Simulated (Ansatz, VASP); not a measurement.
MgSe: VASP beside Ansatz

File INCAR:

```
SYSTEM = MgSe
ALGO = Fast ; EDIFF = 1E-7
ENCUT = 520 ; GGA = PE
ISIF = 2 ; ISMEAR = 0
LASPH = .True. ; LCHARG = .False.
LREAL = .False. ; LWAVE = .False.
NBANDS = 11 ; NELM = 100
PREC = Accurate ; SIGMA = 0.01
```

KPOINTS

```
k-points
0
Gamma
  5 5 5
  0 0 0
```

Contents of POSCAR:

```
MgSe
1.0
    0.0000000000      2.7963236656      2.7963236656
    2.7963236656      0.0000000000      2.7963236656
    2.7963236656      2.7963236656      0.0000000000
Mg Se
1 1
Direct
    0.0000000000      0.0000000000      0.0000000000
    0.5000000000      0.5000000000      0.5000000000
```

Input for Ansatz:

```yaml
crystal:
  lattice:
    - [0.0, 2.7963236656004025, 2.7963236656004025]
    - [2.7963236656004025, 0.0, 2.7963236656004025]
    - [2.7963236656004025, 2.7963236656004025, 0.0]
  atoms:
    - { symbol: Mg, position: [0.0, 0.0, 0.0] }
    - { symbol: Se, position: [0.5, 0.5, 0.5] }
basis:
  ecutwfc: 500.0
kpoints:
  mp_grid:
    grid: [5, 5, 5]
hamiltonian:
  xc: pbe
scf:
  occupations:
    method: fixed
output:
  stress: true
```

Alike in both runs: task single point; functional PBE; k mesh 5 × 5 × 5; no spin polarisation.

```csv
,VASP,Ansatz
version,VASP 6.6.1,Ansatz 0.2.0
potentials or method,"VASP PAW PBE potentials, release 64 (Mg, Se)","plane waves, PAW"
plane-wave cutoff (eV),520,500
occupations,"gaussian, width 0.01 eV",fixed
valence electrons in the cell,8,26
```

VASP gave:

| Property | Result |
| --- | --- |
| pressure (GPa) | -2.6 |

Problem. Which values does Ansatz return?

Solution. Pressure (GPa): -2.4.

The two sets of potentials don't hold the same shells in valence.

 A k mesh can miss the band edges.
